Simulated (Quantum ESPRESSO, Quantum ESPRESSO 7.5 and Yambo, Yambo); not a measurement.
# Quasiparticle gap of SiC (F-43m) in Yambo

How does a plane-wave GW calculation on SiC (F-43m) run from the first input to the gap?

Method: PBE and many-body steps on it, plane waves, in Quantum ESPRESSO 7.5 and Yambo 5.3.0.

**Experimental background.**

- Gap 2.4 eV: Tauc optical (indirect) gap of annealed polycrystalline 3C-SiC; UV-VIS spectroscopic ellipsometry, Tauc analysis; film (CVD ultrathin polycrystalline film, annealed, about 5 nm grains) (“On-Demand CMOS-Compatible Fabrication of Ultrathin Self-Aligned SiC Nanowire Arrays”, 2018, pmc:6267454).

- Gap 2.39 eV: band gap at cryogenic temperature; bulk crystal (literature value) (quoted in “Silicon carbide diodes for neutron detection”, 2020, arxiv:2009.14696).

## 1. Starting point

It takes space group F-43m (No. 216, cubic). Conventional cell: a = 4.358 Å, b = 4.358 Å, c = 4.358 Å, α = 90.00°, β = 90.00°, γ = 90.00°. Si has 4 C at 1.89 Å nearest. Nearest to C lie 4 Si at 1.89 Å. Farther neighbours are not listed.

The cell and positions come from the Crystallography Open Database and are kept as given unless a step says otherwise.

## 2. Ground state

This step: Quantum ESPRESSO 7.5; DFT, PBE, plane waves, norm-conserving pseudopotentials.

The ground-state density comes first.

Contents of pw.in:

```
&control
  calculation = 'scf'
  prefix = 'x'
  outdir = 'o'
  pseudo_dir = 'pseudo'
/
&system
  ibrav = 0
  nat = 2
  ntyp = 2
  ecutwfc = 74.0
  nbnd = 9
  force_symmorphic = .true.
/
&electrons
  conv_thr = 1e-10
  electron_maxstep = 80
  mixing_beta = 0.5
/
ATOMIC_SPECIES
  Si 28.085 Si.upf
  C 12.011 C.upf
CELL_PARAMETERS angstrom
  -0.0000000000 2.1790000000 2.1790000000
  2.1790000000 -0.0000000000 2.1790000000
  2.1790000000 2.1790000000 -0.0000000000
ATOMIC_POSITIONS crystal
  Si 0.0000000000 0.0000000000 0.0000000000
  C 0.2500000000 0.2500000000 0.2500000000
K_POINTS automatic
  8 8 8 0 0 0
```

Command:

```console
$ OMP_NUM_THREADS=1 mpirun -n 4 pw.x -nk 4 -in pw.in > pw.out
```

Log:

```text
Program PWSCF v.7.5 starts

     This program is part of the open-source Quantum ESPRESSO suite
     for quantum simulation of materials; please cite
         "P. Giannozzi et al., J. Phys.:Condens. Matter 21 395502 (2009);
         "P. Giannozzi et al., J. Phys.:Condens. Matter 29 465901 (2017);
         "P. Giannozzi et al., J. Chem. Phys. 152 154105 (2020);
     in publications or presentations arising from this work. More details at
     Message from routine setup:
     using ibrav=0 with symmetry is DISCOURAGED, use correct ibrav instead

     G-vector sticks info

     bravais-lattice index     =            0
     lattice parameter (alat)  =       5.8233  a.u.
     unit-cell volume          =     139.6363 (a.u.)^3
     number of atoms/cell      =            2
     number of atomic types    =            2
     number of electrons       =         8.00
     number of Kohn-Sham states=            9
     kinetic-energy cutoff     =      74.0000  Ry
     charge density cutoff     =     296.0000  Ry
     scf convergence threshold =      1.0E-10
     mixing beta               =       0.5000
     number of iterations used =            8  plain     mixing
     Exchange-correlation= PBE
                           (   1   4   3   4   0   0   0)

     celldm(1)=   5.823326  celldm(2)=   0.000000  celldm(3)=   0.000000
     celldm(4)=   0.000000  celldm(5)=   0.000000  celldm(6)=   0.000000

     crystal axes: (cart. coord. in units of alat)
               a(1) = (  -0.000000   0.707107   0.707107 )
               a(2) = (   0.707107  -0.000000   0.707107 )
               a(3) = (   0.707107   0.707107  -0.000000 )

     reciprocal axes: (cart. coord. in units 2 pi/alat)
               b(1) = ( -0.707107  0.707107  0.707107 )
               b(2) = (  0.707107 -0.707107  0.707107 )
               b(3) = (  0.707107  0.707107 -0.707107 )
     Pseudo is Norm-conserving + core correction, Zval =  4.0
     Generated using ONCVPSP code by D. R. Hamann
     Using radial grid of 1510 points,  6 beta functions with:
     Pseudo is Norm-conserving + core correction, Zval =  4.0
     Generated using ONCVPSP code by D. R. Hamann
     Using radial grid of 1248 points,  4 beta functions with:
     Si                4.00    28.08500     Si( 1.00)
     C                 4.00    12.01100     C ( 1.00)

     24 Sym. Ops. (no inversion) found

   Cartesian axes

     site n.     atom                  positions (alat units)
         1        Si     tau(   1) = (   0.0000000   0.0000000   0.0000000  )
         2        C      tau(   2) = (   0.3535534   0.3535534   0.3535534  )

     number of k points=    29
                       cart. coord. in units 2pi/alat
        k(    1) = (   0.0000000   0.0000000   0.0000000), wk =   0.0039062
        k(    2) = (   0.0883883   0.0883883  -0.0883883), wk =   0.0312500
        k(    3) = (   0.1767767   0.1767767  -0.1767767), wk =   0.0312500
        k(    4) = (   0.2651650   0.2651650  -0.2651650), wk =   0.0312500
        k(    5) = (  -0.3535534  -0.3535534   0.3535534), wk =   0.0156250
        k(    6) = (   0.1767767   0.0000000   0.0000000), wk =   0.0234375
        k(    7) = (   0.2651650   0.0883883  -0.0883883), wk =   0.0937500
        k(    8) = (   0.3535534   0.1767767  -0.1767767), wk =   0.0937500
        k(    9) = (  -0.2651650  -0.4419417   0.4419417), wk =   0.0937500
        k(   10) = (  -0.1767767  -0.3535534   0.3535534), wk =   0.0937500
     [... 17 further rows ...]
        k(   28) = (  -0.7071068   0.1767767  -0.0000000), wk =   0.0468750
        k(   29) = (  -0.7071068   0.3535534   0.0000000), wk =   0.0234375

     Dense  grid:    12039 G-vectors     FFT dimensions: (  32,  32,  32)

     Initial potential from superposition of free atoms

     starting charge       7.9993, renormalised to       8.0000
     Starting wfcs are    8 randomized atomic wfcs +    1 random wfcs

     per-process dynamical memory:    12.6 Mb

     Self-consistent Calculation

     iteration #  1     ecut=    74.00 Ry     beta= 0.50

     total energy              =     -20.43216194 Ry
     estimated scf accuracy    <       0.43894269 Ry

     iteration #  2     ecut=    74.00 Ry     beta= 0.50

     total energy              =     -20.53629401 Ry
     estimated scf accuracy    <       0.02290293 Ry

     iteration #  3     ecut=    74.00 Ry     beta= 0.50

     total energy              =     -20.53952027 Ry
     estimated scf accuracy    <       0.00318449 Ry

     iteration #  4     ecut=    74.00 Ry     beta= 0.50

     total energy              =     -20.53966953 Ry
     estimated scf accuracy    <       0.00028107 Ry

     iteration #  5     ecut=    74.00 Ry     beta= 0.50

     total energy              =     -20.53974159 Ry
     estimated scf accuracy    <       0.00000977 Ry

     iteration #  6     ecut=    74.00 Ry     beta= 0.50

     total energy              =     -20.53974430 Ry
     estimated scf accuracy    <       0.00000040 Ry

     iteration #  7     ecut=    74.00 Ry     beta= 0.50

     total energy              =     -20.53974433 Ry
     estimated scf accuracy    <       0.00000008 Ry

     iteration #  8     ecut=    74.00 Ry     beta= 0.50

     total energy              =     -20.53974435 Ry
     estimated scf accuracy    <          1.1E-09 Ry

     iteration #  9     ecut=    74.00 Ry     beta= 0.50

     total energy              =     -20.53974435 Ry
     estimated scf accuracy    <          2.9E-10 Ry

     iteration # 10     ecut=    74.00 Ry     beta= 0.50

     End of self-consistent calculation

          k = 0.0000 0.0000 0.0000 (  1459 PWs)   bands (ev):

    -5.9135   9.4961   9.4961   9.4961  15.7194  16.8073  16.8073  16.8073
    24.0247

          k = 0.0884 0.0884-0.0884 (  1468 PWs)   bands (ev):

    -5.6090   8.0101   9.2947   9.2947  15.9644  17.1576  17.1576  17.3274
    22.8086

          k = 0.1768 0.1768-0.1768 (  1489 PWs)   bands (ev):

    -4.7185   5.1994   8.8888   8.8888  15.4830  17.4074  17.4074  18.8439
    22.6373

          k = 0.2652 0.2652-0.2652 (  1498 PWs)   bands (ev):

     [... further k-points ...]

     highest occupied, lowest unoccupied level (ev):     9.4961   10.8574

!    total energy              =     -20.53974435 Ry
     estimated scf accuracy    <          2.7E-12 Ry

     The total energy is the sum of the following terms:
     one-electron contribution =       5.61544871 Ry
     hartree contribution      =       2.33399995 Ry
     xc contribution           =      -7.55797124 Ry
     ewald contribution        =     -20.93122177 Ry

     convergence has been achieved in  10 iterations

     XML data file, charge density, pseudopotentials, collected wavefunctions

=------------------------------------------------------------------------------=
   JOB DONE.
=------------------------------------------------------------------------------=
```

Elapsed: 2.2 s, on 4 MPI ranks of Arm Neoverse V1, shared host; peak memory 0.19 GiB.

This step gave:

```
total energy               : -279.4575 eV
gap                        : 1.361 eV
k of the valence top       : 0, 0, 0
k of the conduction bottom : 0, -0.5, -0.5
least direct gap           : 4.553 eV
```

The gap is indirect, with the least direct gap 3.19 eV higher.

## 3. Bands along the symmetry lines

The cheap functional maps the bands first; the places of the edges decide which points the dearer methods must see.

Contents of pw.in:

```
&control
  calculation = 'bands'
  prefix = 'x'
  outdir = 'o'
  pseudo_dir = 'pseudo'
/
&system
  ibrav = 0
  nat = 2
  ntyp = 2
  ecutwfc = 74.0
  nbnd = 10
  force_symmorphic = .true.
/
&electrons
  conv_thr = 1e-9
  electron_maxstep = 80
  diago_full_acc = .true.
  diago_thr_init = 5e-6
/
ATOMIC_SPECIES
  Si 28.085 Si.upf
  C 12.011 C.upf
CELL_PARAMETERS angstrom
  -0.0000000000 2.1790000000 2.1790000000
  2.1790000000 -0.0000000000 2.1790000000
  2.1790000000 2.1790000000 -0.0000000000
ATOMIC_POSITIONS crystal
  Si 0.0000000000 0.0000000000 0.0000000000
  C 0.2500000000 0.2500000000 0.2500000000
K_POINTS crystal
  50
  0.00000000 0.00000000 0.00000000 1
  -0.06250000 -0.06250000 0.00000000 1
  -0.12500000 -0.12500000 0.00000000 1
  -0.18750000 -0.18750000 0.00000000 1
  -0.25000000 -0.25000000 0.00000000 1
  -0.31250000 -0.31250000 0.00000000 1
  -0.37500000 -0.37500000 0.00000000 1
  -0.43750000 -0.43750000 0.00000000 1
  -0.50000000 -0.50000000 0.00000000 1
  -0.48437500 -0.48437500 0.03125000 1
  -0.46875000 -0.46875000 0.06250000 1
  -0.45312500 -0.45312500 0.09375000 1
  -0.43750000 -0.43750000 0.12500000 1
  -0.42187500 -0.42187500 0.15625000 1
  -0.40625000 -0.40625000 0.18750000 1
  -0.39062500 -0.39062500 0.21875000 1
  -0.37500000 -0.37500000 0.25000000 1
  -0.37500000 0.00000000 0.37500000 1
  -0.32812500 0.00000000 0.32812500 1
  -0.28125000 0.00000000 0.28125000 1
  -0.23437500 0.00000000 0.23437500 1
  -0.18750000 0.00000000 0.18750000 1
  -0.14062500 0.00000000 0.14062500 1
  -0.09375000 0.00000000 0.09375000 1
  -0.04687500 0.00000000 0.04687500 1
  0.00000000 0.00000000 0.00000000 1
  0.00000000 0.00000000 0.06250000 1
  0.00000000 0.00000000 0.12500000 1
  0.00000000 0.00000000 0.18750000 1
  0.00000000 0.00000000 0.25000000 1
  0.00000000 0.00000000 0.31250000 1
  0.00000000 0.00000000 0.37500000 1
  0.00000000 0.00000000 0.43750000 1
  0.00000000 0.00000000 0.50000000 1
  -0.06250000 -0.03125000 0.46875000 1
  -0.12500000 -0.06250000 0.43750000 1
  -0.18750000 -0.09375000 0.40625000 1
  -0.25000000 -0.12500000 0.37500000 1
  -0.31250000 -0.15625000 0.34375000 1
  -0.37500000 -0.18750000 0.31250000 1
  -0.43750000 -0.21875000 0.28125000 1
  -0.50000000 -0.25000000 0.25000000 1
  -0.50000000 -0.28125000 0.21875000 1
  -0.50000000 -0.31250000 0.18750000 1
  -0.50000000 -0.34375000 0.15625000 1
  -0.50000000 -0.37500000 0.12500000 1
  -0.50000000 -0.40625000 0.09375000 1
  -0.50000000 -0.43750000 0.06250000 1
  -0.50000000 -0.46875000 0.03125000 1
  -0.50000000 -0.50000000 0.00000000 1
```

Log:

```text
[banner, memory and clock lines left out]
Program PWSCF v.7.5 starts

     Atomic positions and unit cell read from directory:
     o/x.save/

     Message from routine setup:
     using ibrav=0 with symmetry is DISCOURAGED, use correct ibrav instead

     G-vector sticks info

     bravais-lattice index     =            0
     lattice parameter (alat)  =       5.8233  a.u.
     unit-cell volume          =     139.6363 (a.u.)^3
     number of atoms/cell      =            2
     number of atomic types    =            2
     number of electrons       =         8.00
     number of Kohn-Sham states=           10
     kinetic-energy cutoff     =      74.0000  Ry
     charge density cutoff     =     296.0000  Ry
     Exchange-correlation= PBE
                           (   1   4   3   4   0   0   0)

     celldm(1)=   5.823326  celldm(2)=   0.000000  celldm(3)=   0.000000
     celldm(4)=   0.000000  celldm(5)=   0.000000  celldm(6)=   0.000000

     crystal axes: (cart. coord. in units of alat)
               a(1) = (  -0.000000   0.707107   0.707107 )
               a(2) = (   0.707107  -0.000000   0.707107 )
               a(3) = (   0.707107   0.707107  -0.000000 )

     reciprocal axes: (cart. coord. in units 2 pi/alat)
               b(1) = ( -0.707107  0.707107  0.707107 )
               b(2) = (  0.707107 -0.707107  0.707107 )
               b(3) = (  0.707107  0.707107 -0.707107 )
     Pseudo is Norm-conserving + core correction, Zval =  4.0
     Generated using ONCVPSP code by D. R. Hamann
     Using radial grid of 1510 points,  6 beta functions with:
     Pseudo is Norm-conserving + core correction, Zval =  4.0
     Generated using ONCVPSP code by D. R. Hamann
     Using radial grid of 1248 points,  4 beta functions with:
     Si                4.00    28.08500     Si( 1.00)
     C                 4.00    12.01100     C ( 1.00)

     24 Sym. Ops. (no inversion) found

   Cartesian axes

     site n.     atom                  positions (alat units)
         1        Si     tau(   1) = (   0.0000000   0.0000000   0.0000000  )
         2        C      tau(   2) = (   0.3535534   0.3535534   0.3535534  )

     number of k points=    50
                       cart. coord. in units 2pi/alat
        k(    1) = (   0.0000000   0.0000000   0.0000000), wk =   0.0400000
        k(    2) = (   0.0000000   0.0000000  -0.0883883), wk =   0.0400000
        k(    3) = (   0.0000000   0.0000000  -0.1767767), wk =   0.0400000
[...]
[... 38 further rows ...]
        k(   49) = (   0.0441942  -0.0000000  -0.7071068), wk =   0.0400000
        k(   50) = (   0.0000000   0.0000000  -0.7071068), wk =   0.0400000

     Dense  grid:    12039 G-vectors     FFT dimensions: (  32,  32,  32)

     The potential is recalculated from file :
     o/x.save/charge-density

     Starting wfcs are    8 randomized atomic wfcs +    2 random wfcs

     Band Structure Calculation

     End of band structure calculation

          k = 0.0000 0.0000 0.0000 (  1459 PWs)   bands (ev):

    -5.9135   9.4961   9.4961   9.4961  15.7194  16.8074  16.8074  16.8074
    24.0247  24.0247

          k = 0.0000 0.0000-0.0884 (  1463 PWs)   bands (ev):

    -5.8116   9.1780   9.2976   9.2976  15.9821  16.5572  17.0972  17.0972
    22.7759  24.1392

          k = 0.0000 0.0000-0.1768 (  1483 PWs)   bands (ev):

    -5.5074   8.3793   8.7981   8.7981  15.6821  16.7096  17.8632  17.8632
    21.0093  24.4815

          k =-0.0000 0.0000-0.2652 (  1483 PWs)   bands (ev):

[...]
k = 0.0000 0.0000-0.3536 (  1491 PWs)   bands (ev):

[...]
k = 0.0000-0.0000-0.4419 (  1495 PWs)   bands (ev):

[...]
k =-0.0000 0.0000-0.5303 (  1512 PWs)   bands (ev):

[...]
k = 0.0000-0.0000-0.6187 (  1508 PWs)   bands (ev):

[...]
k = 0.5303-0.0000-0.5303 (  1514 PWs)   bands (ev):

[...]
k = 0.0000 0.0000 0.0000 (  1459 PWs)   bands (ev):

[...]
k = 0.1326 0.0000-0.7071 (  1510 PWs)   bands (ev):

[...]
k = 0.0884-0.0000-0.7071 (  1518 PWs)   bands (ev):

[...]
k = 0.0442-0.0000-0.7071 (  1516 PWs)   bands (ev):

    -0.8889   1.7141   6.2251   6.2343  10.9909  13.9495  23.3378  23.5034
    24.1814  29.2235

          k = 0.0000 0.0000-0.7071 (  1524 PWs)   bands (ev):

    -0.8969   1.6936   6.3045   6.3045  10.8574  13.8294  23.4966  23.4966
    24.2654  29.5334

     XML data file, pseudopotentials, collected wavefunctions
```

The job ended after 1.6 s (4 MPI ranks; peak memory 0.05 GiB).

This step gave:

| Property | Result |
| --- | --- |
| gap | 1.361 eV |
| k of the valence top | 0, 0, 0 |
| k of the conduction bottom | -0.5, -0.5, 0 |
| least direct gap | 4.553 eV |

The gap is 1.361 eV, as in the run before at this level.

The electronic bands at the labelled points (eV, zero at the top of the highest filled band; v1 is the highest filled band, c1 the lowest empty one):

| point | v4 | v3 | v2 | v1 | c1 | c2 | c3 | c4 |
| --- | --- | --- | --- | --- | --- | --- | --- | --- |
| Γ | -15.41 | 0.00 | 0.00 | 0.00 | 6.22 | 7.31 | 7.31 | 7.31 |
| halfway | -13.81 | -3.35 | -1.94 | -1.94 | 4.06 | 6.35 | 10.58 | 10.58 |
| X | -10.39 | -7.80 | -3.19 | -3.19 | 1.36 | 4.33 | 14.00 | 14.00 |
| halfway | -10.34 | -7.64 | -4.23 | -3.04 | 2.10 | 5.31 | 13.33 | 13.54 |
| U | -10.39 | -7.28 | -5.55 | -2.60 | 3.11 | 7.78 | 11.84 | 12.45 |
| jump to K | -10.39 | -7.28 | -5.55 | -2.60 | 3.11 | 7.78 | 11.84 | 12.45 |
| halfway | -13.64 | -4.48 | -2.93 | -0.54 | 6.77 | 7.84 | 8.25 | 9.05 |
| Γ | -15.41 | 0.00 | 0.00 | 0.00 | 6.22 | 7.31 | 7.31 | 7.31 |
| halfway | -14.21 | -4.30 | -0.61 | -0.61 | 5.99 | 7.91 | 7.91 | 9.35 |
| L | -11.84 | -8.54 | -1.05 | -1.05 | 5.43 | 7.23 | 7.23 | 10.05 |
| halfway | -11.20 | -7.83 | -3.71 | -2.26 | 5.25 | 7.28 | 10.15 | 11.00 |
| W | -10.16 | -7.03 | -4.99 | -4.69 | 5.21 | 9.44 | 9.45 | 9.79 |
| halfway | -10.28 | -7.49 | -4.07 | -4.05 | 3.06 | 6.02 | 11.94 | 13.32 |
| X | -10.39 | -7.80 | -3.19 | -3.19 | 1.36 | 4.33 | 14.00 | 14.00 |

The electronic bands as a text plot (rows in eV, shown from -8.0 to 7.4 only):

```
    7.0 |+++++           +      ++++++++        +++++++
    6.4 |++++ ++                     +++++++
    5.8 |       ++      +     ++            +++++ ++++       +
    5.1 |    +    +    +    ++                   +    ++++++  +
    4.5 |          ++++                                     +  ++
    3.8 |     ++           +
    3.2 |       ++        +                                  +
    2.6 |               ++                                    +
    1.9 |         +   ++                                       +
    1.3 |          +++                                          +
    0.6 |
    0.0 |**                      **********
   -0.6 |  **                   *  ***  *  *****
   -1.3 |  ***              ****         **     *****
   -1.9 |    ***           *     ****               **
   -2.6 |       ***      **                *         **
   -3.2 |     **   ******       ***                    *       **
   -3.8 |                     **                      * *    **
   -4.5 |       **     **       *           *          * ****
   -5.1 |                *  **                          ****
   -5.8 |         *       **  **             **
   -6.4 |                   **
   -7.0 |          **     **                   *        *****
   -7.7 |            *****                            **     ****
         Γ           X  U|K            Γ         L        W     X
```

(Part 1 of 3 ends here.)

[Paths, hosts, dates, memory and timing lines, banners, echoed tables and standing remarks are left out of the program output.]

[Logs are printed without paths, hosts, clocks, repeated set-up lines and the standing remarks that a program may print on its own settings, such as how far it seeks lower states.]

[Runs of the session that timed out or met a known fault of the program may be left out.]

[Hosts, paths, dates, database ids (printed as entryN), source tags and the programs' standing remarks are cut or masked in the printed files.]
